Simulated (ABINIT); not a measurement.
Runs of ABINIT 10.8.3 (patched build) on HfC. It takes space group P6_3/mmc (No. 194, hexagonal). Conventional cell: a = 3.343 Å, b = 3.343 Å, c = 5.203 Å, α = 90.00°, β = 90.00°, γ = 120.00°. Hf (site symmetry -6m2) is surrounded by 6 C at 2.33 Å. C (site symmetry -3m) has 6 Hf at 2.33 Å and 2 C at 2.60 Å as nearest neighbours. The cell comes from a database or a generator and needn't be the stable form of this composition.

| task | cell | k mesh | cutoff (eV) | stop of the response cycle (tolvrs) | acoustic sum rule (asr) | cell freedom (optcell) | optimiser (ionmov) | cutoff smearing ecutsm (Ha) | mesh quality | gap on the mesh (eV) | pressure (GPa) |
| --- | --- | --- | --- | --- | --- | --- | --- | --- | --- | --- | --- |
| phonons | as given | 6 × 6 × 4, shifted | 1007 | 1e-10 | 1 | - | - | - | coarse | - | (a) |
| single point | cell relaxed | 7 × 7 × 4 | 1116 | - | - | - | - | - | not flagged | none | -0.1 |
| single point | as given | 7 × 7 × 4 | 1007 | - | - | - | - | - | not flagged | none | -7.3 |
| relaxation of cell and atoms | relaxed | 7 × 7 × 4 | 1116 | - | - | 2 | 2 | 0.5 | not flagged | none | 0.0 |

Alike in all rows: level PBEsol; potentials or basis PseudoDojo NC SR PBEsol v0.4.1 standard; no spin polarisation; smearing fermi-dirac 0.05 eV.

Task: Fill in the values left out.

Result: (a) -7.5.

Caveats: some runs use coarse meshes; the mesh is coarse for a metal's response (some runs); the cell is more than 3 GPa from zero pressure, which shifts response properties (some runs).

A k mesh can miss the band edges, and the runs leave out spin-orbit coupling on Hf.

A gap of «none» marks a metal or a gap under the smearing width.
